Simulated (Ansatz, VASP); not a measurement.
**Br in VASP and in Ansatz**

```xyz
1
Lattice="-1.4514 1.4514 3.6477 1.4514 -1.4514 3.6477 1.4514 1.4514 -3.6477" Properties=species:S:1:pos:R:3 pbc="T T T"
Br    0.0000    0.0000    0.0000
```

Change from the starting cell: volume scaled by 1.06.

Alike in both runs: task single point; functional PBE; k mesh 13 × 13 × 13; occupations fermi-dirac, width 0.05 eV; no spin polarisation.

|  | VASP | Ansatz |
| --- | --- | --- |
| version | VASP 6.6.1 | Ansatz 0.2.0 |
| potentials or method | VASP PAW PBE potentials, release 64 (Br) | Ansatz PAW |
| plane-wave cutoff (eV) | 520 | 420 |
| valence electrons in the cell | 7 | 7 |

```tsv
	VASP	Ansatz	Ansatz less VASP
gap on the k mesh at the Fermi level (eV)	none	none	-
pressure (GPa)	-0.6	-0.6	0.00
largest component of the traceless stress (GPa)	1.83	1.84	+0.006
```

A gap of «none» marks a metal or a gap that the smearing closes. With one functional, cell and mesh, what is left measures potentials, basis and numerics.

Caveats: an odd number of electrons without spin polarisation forces a metal; a magnetic or distorted state may lie lower.
